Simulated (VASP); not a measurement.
Wanted: the native input for a VASP 6.6.1 run.

- Task: relaxation of the atoms
- Functional: PBE
- Potentials or basis: VASP PAW PBE potentials, release 64 (Ga_d, Sb)
- Cutoff: 600 eV
- k mesh: 10 × 10 × 10
- Occupations: gaussian, width 0.03 eV
- Spin: no spin polarisation
- Further INCAR settings: ALGO = Fast; EDIFF = 1e-07; IBRION = 2; EDIFFG = -0.01; NSW = 40

The structure of GaSb lies in POSCAR:

```
GaSb                                    
1.0
    0.0000000000      3.0664186857      3.0664186857
    3.0664186857      0.0000000000      3.0664186857
    3.0664186857      3.0664186857      0.0000000000
  Ga              Sb            
     1     1
Direct
     0.0000000000000000    0.0000000000000000    0.0000000000000000
     0.2500000000000000    0.2500000000000000    0.2500000000000000
```

The cell isn't the ideal one: a relaxed cell with its volume scaled by 0.96.

These files were run (other wordings do the same):

INCAR

```
  PREC = Accurate
  ENCUT = 600
  EDIFF = 1E-7
  ISMEAR = 0
  SIGMA = 0.03
  LREAL = False
  LASPH = True
  NELM = 80
  ALGO = Fast
  ISIF = 2
  LWAVE = False
  LCHARG = False
  GGA = PE
  IBRION = 2
  NSW = 40
  EDIFFG = -0.01
```

KPOINTS

```
Automatic mesh
0
Gamma
  10 10 10
```

Potentials or basis: VASP PAW PBE potentials, release 64 (Ga_d, Sb).

Run with:

```bash
$ cat potpaw_PBE.64/Ga_d/POTCAR potpaw_PBE.64/Sb/POTCAR > POTCAR
$ mpirun -np 1 vasp_std > vasp.out
```

Results of the run:

| Property | Result |
| --- | --- |
| Pressure after relaxing | 2.0 GPa |
| Band gap on the k mesh | none (metal or under the smearing width) |

Caveat: the relaxation stopped at its first step, so nothing moved.

Run time: 19 s on 1 thread of Intel(R) Xeon(R) 6975P-C (Granite Rapids), on a shared host, peak memory 0.23 GiB.
